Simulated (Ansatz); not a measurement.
RbBr (rocksalt) under strain

RbBr in the rocksalt structure, relaxed with r2SCAN in the PAW code Ansatz. It is cubic, Fm-3m (No. 225); conventional cell a = 6.922 Å, 41.45 Å³ an atom. Rb has 6 Br at 3.46 Å; Br has 6 Rb at 3.46 Å.

The axes x, y and z are those of this cell:
```
Rb Br
1.0
     0.00000    3.46083    3.46083
     3.46083    0.00000    3.46083
     3.46083    3.46083    0.00000
Rb Br
1 1
Direct
  0.00000 0.00000 0.00000
  0.50000 0.50000 0.50000
```

Unstrained: PBE gives a direct gap of 4.291 eV at Γ. r2SCAN gives a direct gap of 4.893 eV at Γ. With HSE06 the gap is 5.443 eV and direct, at Γ. Meshes: PBE 6×6×6, r2SCAN 6×6×6, HSE06 4×4×4. Strains are changes of length per length, and xy shears are angles. After each strain the atoms were relaxed again with r2SCAN within the symmetry that the strain leaves, so tilts or polar shifts that break it weren't tested; points keep the names that they have in the unstrained zone. Calculated for a static, non-magnetic cell.

Changes of the least gap in eV (an overlap counts as a negative gap):
```tsv
strain	volume change (%)	space group	PBE	r2SCAN	HSE06	G0W0@PBE (mesh)	energy rise, r2SCAN (meV/atom)
uniaxial +2.5 % along [111]	+2.5	R-3m	-0.076	-0.079	-0.082	-0.07	1.4
xy shear, engineering strain (angle) +3.0 %	0.0	Immm	-0.027	-0.027	-0.027	-0.03	0.5
uniaxial -3.0 % along z	-3.0	I4/mmm	+0.048	+0.048	+0.055	+0.03	4.9
uniaxial -1.5 % along x	-1.5	I4/mmm	+0.026	+0.026	+0.030	+0.02	1.2
isotropic -3.0 % on every length	-8.7	Fm-3m	+0.238	+0.249	+0.259	+0.19	17.4
```
Unstrained, G0W0@PBE with 345 empty bands, a screening cutoff of 150 eV and a 4×4×4 mesh gives 6.81 eV on its mesh; the band count follows the volume. G0W0 values are finite-basis, finite-mesh values.

Uniaxial +2.5 % along [111], other directions held. HSE06: the gap goes from 5.443 to 5.361 eV (-0.082 eV); with r2SCAN the top three valence levels at Γ, degenerate before, become 2+1 from the top over 40 meV. Stress change with r2SCAN, compression positive: xx -0.33, yy -0.33, zz -0.33, xy -0.07, xz -0.07, yz -0.07 GPa.

Xy shear, engineering strain (angle) +3.0 %. HSE06: the gap goes from 5.443 to 5.416 eV (-0.027 eV); with r2SCAN the top three valence levels at Γ, degenerate before, become 1+1+1 from the top over 48 meV. Stress change with r2SCAN, compression positive: xx 0.00, yy 0.00, zz 0.00, xy -0.12 GPa.

Uniaxial -3.0 % along z, other directions held. HSE06: the gap goes from 5.443 to 5.498 eV (+0.055 eV); with r2SCAN the top three valence levels at Γ, degenerate before, become 1+2 from the top over 41 meV. Stress change with r2SCAN, compression positive: xx +0.12, yy +0.12, zz +1.29 GPa.

Uniaxial -1.5 % along x, other directions held. HSE06: the gap goes from 5.443 to 5.473 eV (+0.030 eV); with r2SCAN the top three valence levels at Γ, degenerate before, become 1+2 from the top over 18 meV. Stress change with r2SCAN, compression positive: xx +0.58, yy +0.06, zz +0.06 GPa.

Isotropic -3.0 % on every length. HSE06: the gap goes from 5.443 to 5.702 eV (+0.259 eV). Stress change with r2SCAN, compression positive: xx +1.63, yy +1.63, zz +1.63 GPa. For HSE06, dE_g/d ln V = -2.8 eV over this step.

The runs are scalar-relativistic, without spin-orbit coupling.

The meshes of the hybrids are coarse, so their gaps aren't converged to the digits shown.

The splittings at Γ are without spin-orbit coupling, which regroups them where it is of like size or larger.
